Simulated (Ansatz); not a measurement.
The system is InPd.

```
In Pd
1.0
     3.27188    0.00000    0.00000
     0.00000    3.27188    0.00000
     0.00000    0.00000    3.27188
In Pd
1 1
Cartesian
  0.0000 0.0000 0.0000
  1.6359 1.6359 1.6359
```

The cell comes from a database or a generator and needn't be the stable form of this composition.

Base run:

| Quantity | Value |
| --- | --- |
| Program | Ansatz 0.2.0 |
| Functional | PBE |
| Potentials or basis | all-electron LAPW, scalar-relativistic |
| Cutoff | 250 eV |
| Density cutoff | 1002 eV |
| Basis error allowed | 0.001 eV/atom |
| k mesh | 8 × 8 × 8 |
| Occupations | fermi-dirac, width 0.05 eV |
| Spin | no spin polarisation |

Its results: pressure 3.6 GPa.

Task: After a change of settings the same cell gave: pressure 7.1 GPa. Which change was it?
A. functional from PBE to PBEsol; potentials or basis from all-electron LAPW, scalar-relativistic to all-electron LAPW, non-relativistic
B. functional from PBE to LDA
C. functional from PBE to PBEsol; potentials or basis from all-electron LAPW, scalar-relativistic to all-electron LAPW, inner shells corrected to Dirac's equation
D. functional from PBE to RPBE

Result: D.

RPBE binds less tightly than PBE, so the same cell stands under more pressure.

Not every run made on this cell is shown here.
